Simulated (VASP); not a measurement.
# Ni (Fm-3m) in VASP: notebook, part 2 of 3

VASP 6.6.1.

### Step 3. Single point, PBE, collinear spin, ferromagnetic start (a relaxed cell with its volume scaled by 1.03)

File INCAR:

```
SYSTEM = Ni
PREC     = Accurate       ! precision mode
ENCUT    = 520            ! plane-wave cutoff, eV
EDIFF    = 1E-7           ! SCF threshold, eV
ISMEAR   = 0              ! smearing method
SIGMA    = 0.1            ! smearing width, eV
LREAL    = .False.        ! projectors in reciprocal space
LASPH    = .True.         ! aspherical terms in the spheres
NELM     = 100            ! most SCF steps
ALGO     = Fast           ! electronic algorithm
ISIF     = 2              ! what is computed and relaxed
LWAVE    = .False.        ! write WAVECAR
LCHARG   = .False.        ! write CHGCAR
ISPIN    = 2              ! spin polarisation
MAGMOM   = 0.8            ! initial moments
LORBIT   = 11             ! projections on sites
LMAXMIX  = 4              ! l up to which the mixer works
GGA      = PE             ! functional
```

File KPOINTS:

```
regular mesh
0
Gamma
  12 12 12
  0 0 0
```

File POSCAR:

```
Ni                                      
1.0
    0.0000000000      1.7777585225      1.7777585225
    1.7777585225      0.0000000000      1.7777585225
    1.7777585225      1.7777585225      0.0000000000
  Ni            
     1
Direct
     0.0000000000000000    0.0000000000000000    0.0000000000000000
```

Potentials or basis: VASP PAW PBE potentials, release 64 (Ni).

The run is started by

```
> cat potpaw_PBE.64/Ni/POTCAR > POTCAR
> mpirun -np 1 vasp_std > vasp.out
```

OUTCAR:

```text
SYSTEM = Ni
   PREC = Accurate
   ENCUT = 520
   EDIFF = 1E-7
   ISMEAR = 0
   LREAL = .False.
   LASPH = .True.
   NELM = 100
   ISIF = 2
   ISPIN = 2
   LORBIT = 11
   GGA = PE

 ion  position               nearest neighbor table
   1  0.000  0.000  0.000-

  LATTYP: Found a face centered cubic cell.
 ALAT       =     3.5555170450

  Lattice vectors:

 A1 = (   0.0000000000,   1.7777585225,   1.7777585225)
 A2 = (   1.7777585225,   0.0000000000,   1.7777585225)
 A3 = (   1.7777585225,   1.7777585225,   0.0000000000)

Analysis of symmetry for initial positions (statically):
=====================================================================
 Subroutine PRICEL returns:
 Original cell was already a primitive cell.

 Routine SETGRP: Setting up the symmetry group for a
 face centered cubic supercell.

 Subroutine GETGRP returns: Found 48 space group operations
 (whereof 48 operations were pure point group operations)
 out of a pool of 48 trial point group operations.

The static configuration has the point symmetry O_h .

Analysis of symmetry for dynamics (positions and initial velocities):
=====================================================================
 Subroutine PRICEL returns:
 Original cell was already a primitive cell.

 Routine SETGRP: Setting up the symmetry group for a
 face centered cubic supercell.

 Subroutine GETGRP returns: Found 48 space group operations
 (whereof 48 operations were pure point group operations)
 out of a pool of 48 trial point group operations.

The dynamic configuration has the point symmetry O_h .

Analysis of structural, dynamic, and magnetic symmetry:
=====================================================================
 Subroutine PRICEL returns:
 Original cell was already a primitive cell.

 Routine SETGRP: Setting up the symmetry group for a
 face centered cubic supercell.

 Subroutine GETGRP returns: Found 48 space group operations
 (whereof 48 operations were pure point group operations)
 out of a pool of 48 trial point group operations.

[... 152 lines left out ...]
 fundamental gap:      0.0309955098
 Fermi energy:         8.9267699837

 spin component 1

 k-point     1 :       0.0000    0.0000    0.0000
  band No.  band energies     occupation
      1       0.1391      1.00000
      2       6.5225      1.00000
      3       6.5225      1.00000
      4       6.5225      1.00000
      5       7.6548      1.00000
      6       7.6548      1.00000
      7      32.3818      0.00000
      8      35.9825      0.00000
      9      35.9825      0.00000
[... 265 lines left out ...]
 k-point    24 :      -0.4167    0.1667    0.0000
  band No.  band energies     occupation
      1       4.7643      1.00000
      2       6.1849      1.00000
      3       6.7404      1.00000
      4       6.9088      1.00000
      5       8.1357      1.00000
      6      11.0359      0.00000
      7      14.8426      0.00000
      8      25.3124      0.00000
      9      29.9625      0.00000

 [... further k-points ...]

 spin component 2

 k-point     1 :       0.0000    0.0000    0.0000
  band No.  band energies     occupation
      1       0.1027      1.00000
      2       7.3507      1.00000
      3       7.3507      1.00000
      4       7.3507      1.00000
      5       8.3002      1.00000
      6       8.3002      1.00000
      7      32.2008      0.00000
      8      35.9706      0.00000
      9      35.9706      0.00000
[... 265 lines left out ...]
 k-point    24 :      -0.4167    0.1667    0.0000
  band No.  band energies     occupation
      1       5.2773      1.00000
      2       6.6908      1.00000
      3       7.3394      1.00000
      4       7.5866      1.00000
      5       8.9771      0.23812
      6      11.3737      0.00000
      7      15.2251      0.00000
      8      25.3915      0.00000
      9      30.0440      0.00000

 [... further k-points ...]

------------------------ aborting loop because EDIFF is reached ----------------------------------------

  FORCE on cell =-STRESS in cart. coord.  units (eV):
  Direction    XX          YY          ZZ          XY          YZ          ZX
  --------------------------------------------------------------------------------------
  -------------------------------------------------------------------------------------
  Total       -0.3770703     -0.3770703     -0.3770703      0.0000000     -0.0000000      0.0000000
  in kB      -53.7631418    -53.7631418    -53.7631418      0.0000000     -0.0000000      0.0000000
  external PRESSURE =     -53.7631418 kB  Pullay stress =       0.0000000 kB

 VOLUME and BASIS-vectors are now :
 -----------------------------------------------------------------------------
  energy-cutoff  :      520.00
  volume of cell :       11.24
      direct lattice vectors                 reciprocal lattice vectors
     0.000000000  1.777758523  1.777758523    -0.281253046  0.281253046  0.281253046
     1.777758523  0.000000000  1.777758523     0.281253046 -0.281253046  0.281253046
     1.777758523  1.777758523  0.000000000     0.281253046  0.281253046 -0.281253046

 POSITION                                       TOTAL-FORCE (eV/Angst)
 -----------------------------------------------------------------------------------
      0.00000      0.00000      0.00000        -0.000000     -0.000000     -0.000000
 -----------------------------------------------------------------------------------
    total drift:                                0.000000      0.000000      0.000000

  FREE ENERGIE OF THE ION-ELECTRON SYSTEM (eV)
  ---------------------------------------------------
  free  energy   TOTEN  =        -5.4680483957 eV

  energy  without entropy=       -5.4595325057  energy(sigma->0) =       -5.46379045

 total charge

# of ion       s       p       d       tot
------------------------------------------
    1        0.486   0.472   8.296   9.253

 magnetization (x)

# of ion       s       p       d       tot
------------------------------------------
    1       -0.006  -0.026   0.737   0.706
```

OSZICAR:

```text
N       E                     dE             d eps       ncg     rms          rms(c)
DAV:   1     0.227540774793E+02    0.22754E+02   -0.48006E+03  2664   0.141E+03
DAV:   2    -0.610176284264E+01   -0.28856E+02   -0.27786E+02  2638   0.164E+02
DAV:   3    -0.649486185233E+01   -0.39310E+00   -0.39272E+00  3056   0.257E+01
DAV:   4    -0.649878433998E+01   -0.39225E-02   -0.39220E-02  2997   0.223E+00
DAV:   5    -0.649888535235E+01   -0.10101E-03   -0.10101E-03  3077   0.310E-01    0.976E+00
RMM:   6    -0.582786893445E+01    0.67102E+00   -0.52375E+00  2999   0.407E+01    0.684E+00
RMM:   7    -0.548718266440E+01    0.34069E+00   -0.89567E-01  2952   0.175E+01    0.208E+00
RMM:   8    -0.547053252317E+01    0.16650E-01   -0.10843E-02  3401   0.124E+00    0.961E-01
RMM:   9    -0.546855074354E+01    0.19818E-02   -0.14936E-03  3323   0.502E-01    0.205E-01
RMM:  10    -0.546806040371E+01    0.49034E-03   -0.29722E-04  3146   0.302E-01    0.469E-02
RMM:  11    -0.546804585190E+01    0.14552E-04   -0.88002E-05  3413   0.103E-01    0.351E-02
RMM:  12    -0.546804842422E+01   -0.25723E-05   -0.14117E-05  3566   0.399E-02    0.161E-02
RMM:  13    -0.546804832702E+01    0.97201E-07   -0.20151E-06  3390   0.150E-02    0.261E-03
RMM:  14    -0.546804839567E+01   -0.68645E-07   -0.33403E-07  2379   0.657E-03
   1 F= -.54680484E+01 E0= -.54637905E+01  d E =-.851589E-02  mag=     0.6906
```

Run time: 18 s. Hardware: 1 thread of Intel Xeon Platinum 8488C (Sapphire Rapids), shared host; peak memory 0.13 GiB.

Results:

* Free energy: -5.4680 eV
* Pressure: -5.4 GPa
* Band gap on the k mesh: none (metal or under the smearing width)
* Net moment: 0.69 μB per cell
* Site moments: Ni +0.71 μB
* Valence electrons inside the program's atomic spheres: Ni 9.25

### Step 4. Single point, PBE, collinear spin, ferromagnetic start (a relaxed cell with its volume scaled by 0.94)

INCAR is that of step 3.

KPOINTS is that of step 3.

File POSCAR:

```
Ni                                      
1.0
    0.0000000000      1.7243932424      1.7243932424
    1.7243932424      0.0000000000      1.7243932424
    1.7243932424      1.7243932424      0.0000000000
  Ni            
     1
Direct
     0.0000000000000000    0.0000000000000000    0.0000000000000000
```

Potentials or basis: VASP PAW PBE potentials, release 64 (Ni).

The run is started by

```
> cat potpaw_PBE.64/Ni/POTCAR > POTCAR
> mpirun -np 1 vasp_std > vasp.out
```

OUTCAR:

```text
SYSTEM = Ni
   PREC = Accurate
   ENCUT = 520
   EDIFF = 1E-7
   ISMEAR = 0
   LREAL = .False.
   LASPH = .True.
   NELM = 100
   ISIF = 2
   ISPIN = 2
   LORBIT = 11
   GGA = PE

 ion  position               nearest neighbor table
   1  0.000  0.000  0.000-

  LATTYP: Found a face centered cubic cell.
 ALAT       =     3.4487864848

  Lattice vectors:

 A1 = (   0.0000000000,   1.7243932424,   1.7243932424)
 A2 = (   1.7243932424,   0.0000000000,   1.7243932424)
 A3 = (   1.7243932424,   1.7243932424,   0.0000000000)

Analysis of symmetry for initial positions (statically):
=====================================================================
 Subroutine PRICEL returns:
 Original cell was already a primitive cell.

 Routine SETGRP: Setting up the symmetry group for a
 face centered cubic supercell.

 Subroutine GETGRP returns: Found 48 space group operations
 (whereof 48 operations were pure point group operations)
 out of a pool of 48 trial point group operations.

The static configuration has the point symmetry O_h .

Analysis of symmetry for dynamics (positions and initial velocities):
=====================================================================
 Subroutine PRICEL returns:
 Original cell was already a primitive cell.

 Routine SETGRP: Setting up the symmetry group for a
 face centered cubic supercell.

 Subroutine GETGRP returns: Found 48 space group operations
 (whereof 48 operations were pure point group operations)
 out of a pool of 48 trial point group operations.

The dynamic configuration has the point symmetry O_h .

Analysis of structural, dynamic, and magnetic symmetry:
=====================================================================
 Subroutine PRICEL returns:
 Original cell was already a primitive cell.

 Routine SETGRP: Setting up the symmetry group for a
 face centered cubic supercell.

 Subroutine GETGRP returns: Found 48 space group operations
 (whereof 48 operations were pure point group operations)
 out of a pool of 48 trial point group operations.

[... 154 lines left out ...]
 fundamental gap:      0.0158603240
 Fermi energy:        10.2342121326

 spin component 1

 k-point     1 :       0.0000    0.0000    0.0000
  band No.  band energies     occupation
      1       0.8109      1.00000
      2       7.6406      1.00000
      3       7.6406      1.00000
      4       7.6406      1.00000
      5       8.9226      1.00000
      6       8.9226      1.00000
      7      34.4675      0.00000
      8      38.7935      0.00000
      9      38.7935      0.00000
[... 265 lines left out ...]
 k-point    24 :      -0.4167    0.1667    0.0000
  band No.  band energies     occupation
      1       5.6511      1.00000
      2       7.2087      1.00000
      3       7.8517      1.00000
      4       8.0640      1.00000
      5       9.4919      1.00000
      6      12.5313      0.00000
      7      16.8136      0.00000
      8      27.6344      0.00000
      9      32.6513      0.00000

 [... further k-points ...]

 spin component 2

 k-point     1 :       0.0000    0.0000    0.0000
  band No.  band energies     occupation
      1       0.7796      1.00000
      2       8.3995      1.00000
      3       8.3995      1.00000
      4       8.3995      1.00000
      5       9.5091      1.00000
      6       9.5091      1.00000
      7      34.3100      0.00000
      8      38.7701      0.00000
      9      38.7701      0.00000
[... 265 lines left out ...]
 k-point    24 :      -0.4167    0.1667    0.0000
  band No.  band energies     occupation
      1       6.1173      1.00000
      2       7.6566      1.00000
      3       8.3934      1.00000
      4       8.6794      1.00000
      5      10.2664      0.32452
      6      12.8604      0.00000
      7      17.1789      0.00000
      8      27.7101      0.00000
      9      32.7317      0.00000

 [... further k-points ...]

------------------------ aborting loop because EDIFF is reached ----------------------------------------

  FORCE on cell =-STRESS in cart. coord.  units (eV):
  Direction    XX          YY          ZZ          XY          YZ          ZX
  --------------------------------------------------------------------------------------
  -------------------------------------------------------------------------------------
  Total        0.8808861      0.8808861      0.8808861      0.0000000      0.0000000      0.0000000
  in kB      137.6231242    137.6231242    137.6231242      0.0000000      0.0000000      0.0000000
  external PRESSURE =     137.6231242 kB  Pullay stress =       0.0000000 kB

 VOLUME and BASIS-vectors are now :
 -----------------------------------------------------------------------------
  energy-cutoff  :      520.00
  volume of cell :       10.26
      direct lattice vectors                 reciprocal lattice vectors
     0.000000000  1.724393242  1.724393242    -0.289957063  0.289957063  0.289957063
     1.724393242  0.000000000  1.724393242     0.289957063 -0.289957063  0.289957063
     1.724393242  1.724393242  0.000000000     0.289957063  0.289957063 -0.289957063

 POSITION                                       TOTAL-FORCE (eV/Angst)
 -----------------------------------------------------------------------------------
      0.00000      0.00000      0.00000         0.000000      0.000000      0.000000
 -----------------------------------------------------------------------------------
    total drift:                               -0.000000     -0.000000     -0.000000

  FREE ENERGIE OF THE ION-ELECTRON SYSTEM (eV)
  ---------------------------------------------------
  free  energy   TOTEN  =        -5.4471150317 eV

  energy  without entropy=       -5.4375499543  energy(sigma->0) =       -5.44233249

 total charge

# of ion       s       p       d       tot
------------------------------------------
    1        0.525   0.554   8.343   9.421

 magnetization (x)

# of ion       s       p       d       tot
------------------------------------------
    1       -0.007  -0.026   0.668   0.635
```

OSZICAR:

```text
N       E                     dE             d eps       ncg     rms          rms(c)
DAV:   1     0.224925958978E+02    0.22493E+02   -0.48391E+03  2648   0.145E+03
DAV:   2    -0.602867864181E+01   -0.28521E+02   -0.27168E+02  2621   0.167E+02
DAV:   3    -0.646962541376E+01   -0.44095E+00   -0.44033E+00  3002   0.271E+01
DAV:   4    -0.647413995988E+01   -0.45145E-02   -0.45138E-02  2991   0.238E+00
DAV:   5    -0.647425078098E+01   -0.11082E-03   -0.11082E-03  2971   0.326E-01    0.106E+01
RMM:   6    -0.571185884936E+01    0.76239E+00   -0.44337E+00  3011   0.376E+01    0.601E+00
RMM:   7    -0.547078741008E+01    0.24107E+00   -0.66154E-01  2966   0.152E+01    0.236E+00
RMM:   8    -0.544950671122E+01    0.21281E-01   -0.13290E-02  3395   0.137E+00    0.103E+00
RMM:   9    -0.544759528284E+01    0.19114E-02   -0.17551E-03  3301   0.582E-01    0.222E-01
RMM:  10    -0.544711679150E+01    0.47849E-03   -0.37366E-04  3223   0.343E-01    0.456E-02
RMM:  11    -0.544711135197E+01    0.54395E-05   -0.10823E-04  3479   0.118E-01    0.302E-02
RMM:  12    -0.544711550205E+01   -0.41501E-05   -0.17774E-05  3483   0.428E-02    0.116E-02
RMM:  13    -0.544711501087E+01    0.49118E-06   -0.25194E-06  3559   0.146E-02    0.143E-03
RMM:  14    -0.544711503175E+01   -0.20877E-07   -0.29069E-07  2108   0.538E-03
   1 F= -.54471150E+01 E0= -.54423325E+01  d E =-.956508E-02  mag=     0.6287
```

Wall time 20 s (1 thread of Intel Xeon Platinum 8488C (Sapphire Rapids), shared host); peak memory 0.12 GiB.

What came out:

```
Free energy                                           : -5.4471 eV
Pressure                                              : 13.8 GPa
Band gap on the k mesh                                : none (metal or under the smearing width)
Net moment                                            : 0.63 μB per cell
Site moments                                          : Ni +0.64 μB
Valence electrons inside the program's atomic spheres : Ni 9.42
```

### Step 5. Single point, PBE, collinear spin, ferromagnetic start (a relaxed cell with its volume scaled by 1.06)

INCAR is that of step 4.

KPOINTS is that of step 4.

File POSCAR:

```
Ni                                      
1.0
    0.0000000000      1.7948534031      1.7948534031
    1.7948534031      0.0000000000      1.7948534031
    1.7948534031      1.7948534031      0.0000000000
  Ni            
     1
Direct
     0.0000000000000000    0.0000000000000000    0.0000000000000000
```

The run is started by

```
> cat potpaw_PBE.64/Ni/POTCAR > POTCAR
> mpirun -np 1 vasp_std > vasp.out
```

Run time: 26 s. Hardware: 1 thread of Intel Xeon Platinum 8488C (Sapphire Rapids), shared host; peak memory 0.13 GiB.

Results (log left out):

- Free energy: -5.4524 eV
- Pressure: -9.8 GPa
- Band gap on the k mesh: none (metal or under the smearing width)
- Net moment: 0.70 μB per cell
- Site moments: Ni +0.71 μB
- Valence electrons inside the program's atomic spheres: Ni 9.21

Levels at points of the mesh, in eV from the Fermi level:
Spin up:
```csv
k point,band 3,band 4,band 5,band 6,band 7,band 8
"(0.00, 0.00, 0.00)",-2.34,-2.34,-1.25,-1.25,23.21,26.59
"(0.50, 0.00, 0.00)",-2.31,-0.67,-0.67,-0.18,5.21,21.73
"(0.50, 0.50, 0.00)",-0.61,-0.57,-0.57,2.42,8.67,14.26
```
Spin down:
| k point | band 1 | band 2 | band 3 | band 4 | band 5 | band 6 | band 7 | band 8 | band 9 |
| --- | --- | --- | --- | --- | --- | --- | --- | --- | --- |
| (0.00, 0.00, 0.00) | -8.63 | -1.51 | -1.51 | -1.51 | -0.60 | -0.60 | 23.02 | 26.58 | 26.58 |
| (0.50, 0.00, 0.00) | -4.07 | -1.62 | -1.62 | -0.25 | 0.16 | 0.16 | 5.67 | 21.57 | 23.71 |
| (0.50, 0.50, 0.00) | -3.94 | -3.25 | 0.07 | 0.39 | 0.39 | 2.37 | 8.93 | 14.27 | 14.27 |

(Part 2 of 3 ends here.)
